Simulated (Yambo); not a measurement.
# AlN (F-43m) in Yambo: a series of runs

The runs below take AlN through optical spectrum by the Bethe-Salpeter equation, G0W0 quasiparticle levels, optical spectrum, with PBEsol.

All numbers are computed with Yambo 5.3.0; they aren't measurements. Logs are shortened: lines on timing, memory, paths and dates and some standing lists are left out, and cuts for length are marked.

## 1. The undisturbed crystal

The structure is cubic, space group F-43m (No. 216). Conventional cell: a = 4.368 Å, b = 4.368 Å, c = 4.368 Å, α = 90.00°, β = 90.00°, γ = 90.00°. Al (site symmetry -43m) has 4 N at 1.89 Å as nearest neighbours. N (site symmetry -43m) is surrounded by 4 Al at 1.89 Å.

Measurements of this composition are mostly on another form, of space group No. 186.

## 2. Optical spectrum by the Bethe-Salpeter equation, PBEsol (cell squeezed)

bse2.in reads:

```
optics
bse
bss
rim_cut
em1s
RandQpts= 1000000
RandGvec= 50 RL
Chimod= "HARTREE"
% BndsRnXs
 1 | 29 |
%
NGsBlkXs= 5 Ry
% LongDrXs
 1 | 0 | 0 |
%
BSKmod= "SEX"
BSEmod= "retarded"
BSSmod= "d"
% BSEQptR
 1 | 1 |
%
% BSEBands
 3 | 6 |
%
BSENGexx= 20 Ry
BSENGBlk= 5 Ry
% BEnRange
 0 | 20 | eV
%
% BDmRange
 0.1 | 0.1 | eV
%
BEnSteps= 200
% BLongDir
 1 | 0 | 0 |
%
BSEprop= "abs"
WRbsWF
% KfnQP_E
 1.68 | 1.0 | 1.0 |
%
```

scf.in reads:

```
&CONTROL
  calculation = 'scf'
  prefix = 'pwscf'
  outdir = './tmp'
  pseudo_dir = './pseudo'
/
&SYSTEM
  ibrav = 0
  nat = 2
  ntyp = 2
  ecutwfc = 84
  nbnd = 9
  occupations = 'smearing'
  smearing = 'fd'
  degauss = 0.00367493
  force_symmorphic = .true.
/
&ELECTRONS
  conv_thr = 4d-10
  electron_maxstep = 120
  mixing_beta = 0.5
/
ATOMIC_SPECIES
Al    26.9815 Al.upf
N     14.0070 N.upf
CELL_PARAMETERS angstrom
   0.0000000000    2.1241277326    2.1241277326
   2.1241277326    0.0000000000    2.1241277326
   2.1241277326    2.1241277326    0.0000000000
ATOMIC_POSITIONS crystal
Al     0.0000000000    0.0000000000    0.0000000000
N      0.2500000000    0.2500000000    0.2500000000
K_POINTS automatic
10 10 10 0 0 0
```

nscf.in reads:

```
&CONTROL
  calculation = 'nscf'
  prefix = 'pwscf'
  outdir = './tmp'
  pseudo_dir = './pseudo'
/
&SYSTEM
  ibrav = 0
  nat = 2
  ntyp = 2
  ecutwfc = 84
  nbnd = 124
  occupations = 'fixed'
  force_symmorphic = .true.
/
&ELECTRONS
  conv_thr = 1d-08
  diago_full_acc = .true.
  diago_thr_init = 1d-06
/
ATOMIC_SPECIES
Al    26.9815 Al.upf
N     14.0070 N.upf
CELL_PARAMETERS angstrom
   0.0000000000    2.1241277326    2.1241277326
   2.1241277326    0.0000000000    2.1241277326
   2.1241277326    2.1241277326    0.0000000000
ATOMIC_POSITIONS crystal
Al     0.0000000000    0.0000000000    0.0000000000
N      0.2500000000    0.2500000000    0.2500000000
K_POINTS automatic
6 6 6 0 0 0
```

Potentials or basis: PseudoDojo 0.4.1 SR PBEsol standard.

The run is started by

```sh
$ OMP_NUM_THREADS=1 pw.x -in scf.in > scf.out
$ OMP_NUM_THREADS=1 pw.x -in nscf.in > nscf.out
$ cd tmp/pwscf.save; p2y; mv SAVE ../..; cd ../..
$ OMP_NUM_THREADS=1 yambo
$ mkdir -p bse2; ln -s $PWD/g0w00/ndb.RIM bse2/
$ OMP_NUM_THREADS=1 yambo -F bse2.in -J bse2 -C bse2_out
$ OMP_NUM_THREADS=1 ypp -J bse2 -C bse2_out -e s -b 1
```

Yambo's report:

```text
[... sections 02.01 to 02.04 as in the set-up run ...]

  [02.05] Energies & Occupations
  ==============================

  [X] === General ===
  [X] Electronic Temperature                        :  0.000000  0.000000 [eV K]
  [X] Bosonic    Temperature                        :  0.000000  0.000000 [eV K]
  [X] Finite Temperature mode                       : no
  [X] El. density                                   :  0.41737E+24 [cm-3]
  [X] Fermi Level                                   :  7.761406 [eV]

  [X] === Gaps and Widths ===
  [X] Conduction Band Min                           :  3.224439 [eV]
  [X] Valence Band Max                              :  0.000000 [eV]
  [X] Filled Bands                                  :   4
  [X] Empty Bands                                   :    5  124
  [X] Direct Gap                                    :  4.872013 [eV]
  [X] Direct Gap localized at k                     :  1
  [X] Indirect Gap                                  :  3.224439 [eV]
  [X] Indirect Gap between kpts                     :   1  13
  [X] Last valence band width                       :  2.719195 [eV]
  [X] 1st conduction band width                     :  5.084764 [eV]

 [03] Transferred momenta grid and indexing
 ==========================================

 [BZ sampling] Q-grid is User defined and/or read from the database

 IBZ Q-points                                      :  16
 BZ  Q-points                                      :  216

 K/Q-points units:
 rlu = crystal or reduced units; cc = cartesian coordinates; iku = interal k-units

 Q [ 1]         [rlu]:  0.000000  0.000000  0.000000
 Q [ 2]         [rlu]: -0.31665E-18 -0.31665E-18  0.16667
 Q [ 3]         [rlu]: -0.63329E-18 -0.63329E-18  0.33333
 Q [ 4]         [rlu]:  0.94994E-18  0.94994E-18 -0.50000
 Q [ 5]         [rlu]:  0.27415E-17  0.16667      0.16667
 Q [ 6]         [rlu]:  0.97073E-17  0.16667      0.33333
 Q [ 7]         [rlu]:  0.11707E-16  0.16667      0.50000
 Q [ 8]         [rlu]:  0.86577E-17  0.16667     -0.33333
 Q [ 9]         [rlu]: -0.70745E-17  0.16667     -0.16667
 Q [10]         [rlu]:  0.54830E-17  0.33333      0.33333
 Q [11]         [rlu]:  0.71388E-16  0.33333      0.50000
 Q [12]         [rlu]: -0.14149E-16  0.33333     -0.33333
 Q [13]         [rlu]: -0.82245E-17 -0.50000     -0.50000
 Q [14]         [rlu]:  0.166667  0.333333  0.500000
 Q [15]         [rlu]:  0.166667  0.333333 -0.333333
 Q [16]         [rlu]:  0.166667 -0.500000 -0.333333

  [03.01] X + BSE indexes
  =======================

   [03.01.01] Sigma indexes
   ========================

   [WR./SAVE//ndb.kindx]-----------------------------------------------------------
[... 205 lines left out ...]
    ==============================

    [WR./bse2//ndb.BS_Q1_CPU_0]-----------------------------------------------------
     Brillouin Zone Q/K grids (IBZ/BZ)                :   16  216   16  216
     RL vectors                                       :  2229 [WF]
     Coulomb cutoff potential                         : none
     Parallel CPUs
     Parallel Roles
     Fragmentation                                    : no
     BS kernel          wavefunctions                 : Perdew, Burke & Ernzerhof SOL(X)+Perdew, Burke & Ernzerhof SOL(C)
     Static diel. fun.  energies                      : Perdew, Burke & Ernzerhof SOL(X)+Perdew, Burke & Ernzerhof SOL(C)
     wavefunctions                                    : Perdew, Burke & Ernzerhof SOL(X)+Perdew, Burke & Ernzerhof SOL(C)
     [K] Identifier                                   :   3351
     [K] Dimension                                    :   864
     [K] Bands                                        :   3   6
     [K] Exchange                                     : yes [res]
     [K] Correlation                                  : yes [res]
     [K] Kernel`s coupling                            : no
     [K] Exchange                                     : no [cpl]
     [K] Correlation                                  : no [cpl]
     [K] W interaction is bare                        : no
     [K] ALDA kernel in R-space                       : no
     [K] RL vectors                                   :  229 [exchange]
     [K] RL vectors                                   :   51 [correlation]
     [K] E/h energy range                             : -1.000000 -1.000000 [eV]
     [K] Coupling range                               :  100.0000  100.0000 [o/o]
     [W] Interaction is diagonal                      : no
     [W] Matrix size                                  :   51
     [W] Bands                                        :   1  29
     [W] e/h energy range                             : -1.000000 -1.000000 [eV]
     [W] Poles                                        :  100.0000 [o/o]
     [W] RL vectors in the sum                        :  2229
     [W] [r,Vnl] included                             : yes
     [W] Field direction                              :  0.100000E-4   0.00000      0.00000
     [W] Coulomb Cutoff                               : none
     [W] Hxc Kernel                                   : HARTREE
     [RIM] RL components                              :   51 [col]
     [RIM] Random points                              :  1000000 [col]
     [SOC] Perturbative SOC                           : no
     [K] Kernel long-range exchange                   : BAR

    [08.01.05.03] Wave-Function Phases
    ==================================

    [BSE] WF phases found       :  67.41536 [o/o]

   [08.01.06] BSE solver(s) @q1
   ============================

   [08.01.07] Diago Solver @q1
   ===========================

   [WR./bse2//ndb.BS_diago_Q1]-----------------------------------------------------
    BS kernel          energies                      : Perdew, Burke & Ernzerhof SOL(X)+Perdew, Burke & Ernzerhof SOL(C)+ user defined corrections @E
    [K] Identifier                                   :   3351
    [K] Dimension                                    :   864
    [K] Bands                                        :   3   6
    [K] Exchange                                     : yes [res]
    [K] Correlation                                  : yes [res]
    [K] Kernel`s coupling                            : no
    [K] Exchange                                     : no [cpl]
    [K] Correlation                                  : no [cpl]
    [K] W interaction is bare                        : no
    [K] ALDA kernel in R-space                       : no
    [K] RL vectors                                   :  229 [exchange]
    [K] RL vectors                                   :   51 [correlation]
    [K] E/h energy range                             : -1.000000 -1.000000 [eV]
    [K] Coupling range                               :  100.0000  100.0000 [o/o]
    [W] Interaction is diagonal                      : no
    [W] Matrix size                                  :   51
    [W] Bands                                        :   1  29
    [W] e/h energy range                             : -1.000000 -1.000000 [eV]
    [W] Poles                                        :  100.0000 [o/o]
    [W] RL vectors in the sum                        :  2229
    [W] [r,Vnl] included                             : yes
    [W] Field direction                              :  0.100000E-4   0.00000      0.00000
    [W] Coulomb Cutoff                               : none
    [W] Hxc Kernel                                   : HARTREE
    [RIM] RL components                              :   51 [col]
    [RIM] Random points                              :  1000000 [col]
    [SOC] Perturbative SOC                           : no
    [K] Kernel long-range exchange                   : BAR
    [BSS] Eigenstates included                       : yes
    [BSS] Field direction                            :  0.100000E-4   0.00000      0.00000
    [BSS] Eigenstates computed                       :   864
    [BSS] Number of BSE matrices                     :  1
```

o-bse2.exc_qpt1_E_sorted:

```text
# [K] Identifier                                  :   3351
# [K] Dimension                                   :   864
# [K] Bands                                       :   3   6
# [K] Exchange                                    : yes [res]
# [K] Correlation                                 : yes [res]
# [K] Kernel`s coupling                           : no
# [K] Exchange                                    : no [cpl]
# [K] Correlation                                 : no [cpl]
[... 28 lines left out ...]
#
     6.03332824        0.564066084E-1      1.00000000
     6.03492834        0.445548353E-2      2.00000000
     6.24901781        0.802333357E-6      3.00000000
     6.2495824         0.26093194E-09      4.0000000
     6.25010986        0.117871926E-5      5.00000000
     6.26307690        0.156057798         6.00000000
[... 35 lines left out ...]
     7.5823685         0.25381672E-10      42.000000
     7.5825857         0.40746991E-09      43.000000
[... 823 further lines ...]
```

Run time: 63 s. Hardware: 1 thread of Arm Neoverse V2, shared host; peak memory 0.29 GiB.

What came out:

```yaml
Band_gap_on_the_k_mesh_mean-field_level: 3.22 eV, indirect (least direct gap 4.87 eV)
Exciton_binding_energy: 0.52 eV
Lowest_exciton_energy: 6.03 eV
Lowest_bright_exciton_energy: 6.03 eV
```

Dielectric function (along the field direction of the input):
| energy (eV) | real part | imaginary part |
| --- | --- | --- |
| 0.30 | 3.69 | 0.00 |
| 0.90 | 3.72 | 0.01 |
| 1.61 | 3.80 | 0.01 |
| 2.31 | 3.93 | 0.02 |
| 3.02 | 4.13 | 0.04 |
| 3.62 | 4.39 | 0.05 |
| 4.32 | 4.85 | 0.08 |
| 5.03 | 5.66 | 0.16 |
| 5.73 | 7.67 | 0.59 |
| 6.33 | 3.46 | 6.00 |
| 7.04 | 15.85 | 5.48 |
| 7.74 | -1.57 | 2.15 |
| 8.44 | 5.23 | 9.72 |
| 9.05 | -3.88 | 8.91 |
| 9.75 | -2.73 | 2.14 |
| 10.45 | 0.20 | 0.87 |
| 11.16 | -3.95 | 4.71 |
| 11.76 | 0.52 | 4.88 |
| 12.46 | -2.78 | 4.68 |
| 13.17 | -2.47 | 1.12 |
| 13.87 | -1.58 | 1.26 |
| 14.47 | -1.10 | 0.55 |
| 15.18 | -1.08 | 0.13 |
| 15.88 | -0.59 | 0.05 |
| 16.58 | -0.33 | 0.03 |
| 17.19 | -0.16 | 0.02 |
| 17.89 | -0.02 | 0.02 |
| 18.59 | 0.10 | 0.01 |
| 19.30 | 0.19 | 0.01 |
| 20.00 | 0.27 | 0.01 |

Lowest exciton energies (eV): 6.03, 6.03, 6.25, 6.25, 6.25, 6.26, 6.26, 6.26

Excitons:
```tsv
energy (eV)	strength (relative to the strongest)
6.033	0.056
6.035	0.0045
6.249	8e-07
6.250	2.6e-10
6.250	1.2e-06
6.263	0.16
6.264	0.17
6.265	0.0091
7.264	1.5e-05
7.264	2.4e-07
7.265	3.3e-06
7.271	1
```

Caveat: the k mesh is coarse (spacing up to 0.43 Å⁻¹), so the values aren't converged; the scissor is the correction of the direct gap in an earlier G0W0 run on the same states; exciton energies and binding change strongly with the k mesh and aren't converged on this one; spectra need much finer meshes, so this one isn't converged. A k mesh can miss the band edges.

(Part 1 of 3 ends here.)
